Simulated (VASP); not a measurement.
A run of VASP 6.6.1 is set up as follows.

The input INCAR:

```
PREC     = Accurate       # precision mode
ENCUT    = 520            # plane-wave cutoff, eV
EDIFF    = 1E-6           # SCF threshold, eV
ISMEAR   = 0              # smearing method
SIGMA    = 0.02           # smearing width, eV
LREAL    = False          # projectors in reciprocal space
LASPH    = True           # aspherical terms in the spheres
NELM     = 80             # most SCF steps
ALGO     = Normal         # electronic algorithm
ISIF     = 2              # what is computed and relaxed
LWAVE    = False          # write WAVECAR
LCHARG   = False          # write CHGCAR
GGA      = PE             # functional
NBANDS   = 16             # bands
```

The input KPOINTS:

```
Automatic mesh
0
Gamma
  12 12 12
```

The input POSCAR:

```
CuCl
1.0
    1.9179250171      1.1073145249      3.1315826468
   -1.9179250171      1.1073145249      3.1315826468
    0.0000000000     -2.2146290498      3.1315826469
Cu Cl
1 1
Direct
    0.0085319850      0.0085319850      0.0085319850
    0.7584666850      0.7584666850      0.7584666850
```

Potentials or basis: VASP PAW PBE potentials, release 64 (Cu, Cl).

The run is started by

```console
$ cat potpaw_PBE.64/Cu/POTCAR potpaw_PBE.64/Cl/POTCAR > POTCAR
$ mpirun -np 1 vasp_std > vasp.out
```

Predict the pressure.

0.1 GPa.

What does it give for the band gap on the k mesh?

0.53 eV, direct.

A k mesh can miss the band edges.
